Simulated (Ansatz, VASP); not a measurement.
# Two plane-wave programs on W

Contents of INCAR:

```
ALGO     = Fast           # electronic algorithm
EDIFF    = 1E-6           # SCF threshold, eV
ENCUT    = 520            # plane-wave cutoff, eV
GGA      = PS             # functional
ISIF     = 2              # what is computed and relaxed
ISMEAR   = 0              # smearing method
LASPH    = True           # aspherical terms in the spheres
LCHARG   = True           # write CHGCAR
LELF     = True           # ELF
LREAL    = False          # projectors in reciprocal space
LVHAR    = True         
LWAVE    = False          # write WAVECAR
NBANDS   = 13             # bands
NELM     = 60             # most SCF steps
PREC     = Accurate       # precision mode
SIGMA    = 0.15           # smearing width, eV
```

Contents of KPOINTS:

```
k-points
0
Gamma
  22 22 22
```

Contents of POSCAR:

```
W
1.0
    0.0000000000      1.9665204915      2.1631725406
    1.9665204915      0.0000000000      2.1631725406
    1.9665204915      1.9665204915      0.0000000000
W
1
Direct
    0.0000000000      0.0000000000      0.0000000000
```

Input for Ansatz:

```yaml
crystal:
  lattice:
    - [0.0, 1.9665204915, 2.1631725406]
    - [1.9665204915, 0.0, 2.1631725406]
    - [1.9665204915, 1.9665204915, 0.0]
  atoms:
    - { symbol: W, position: [0.0, 0.0, 0.0] }
basis:
  ecutwfc: 420
kpoints:
  mp_grid: { grid: [22, 22, 22] }
hamiltonian:
  xc: pbesol
scf:
  occupations: { method: gaussian, width: 0.15 }
output:
  forces: true
  stress: true
  eigenvalues: true
```

Alike in both runs: task single point; functional PBEsol; k mesh 22 × 22 × 22; occupations gaussian, width 0.15 eV; no spin polarisation.

|  | VASP | Ansatz |
| --- | --- | --- |
| version | VASP 6.6.1 | Ansatz 0.2.0 |
| potentials or method | VASP PAW PBE potentials, release 64 (W_sv) | scalar-relativistic, plane waves, PAW |
| plane-wave cutoff (eV) | 520 | 420 |
| valence electrons in the cell | 14 | 14 |

VASP gave:

```
gap on the k mesh at the Fermi level (eV)       : none
pressure (GPa)                                  : -12.3
largest component of the traceless stress (GPa) : 7.56
```

Question: What did Ansatz give for the same quantities?

Answer: gap on the k mesh at the Fermi level (eV): none; pressure (GPa): -12.7; largest component of the traceless stress (GPa): 7.53.

A gap of «none» marks a metal or a gap that the smearing closes.

Caveats: the PAW data sets were made with another functional, which shifts forces and pressure a little (VASP). The runs have no spin-orbit coupling, so splittings on W are missing.
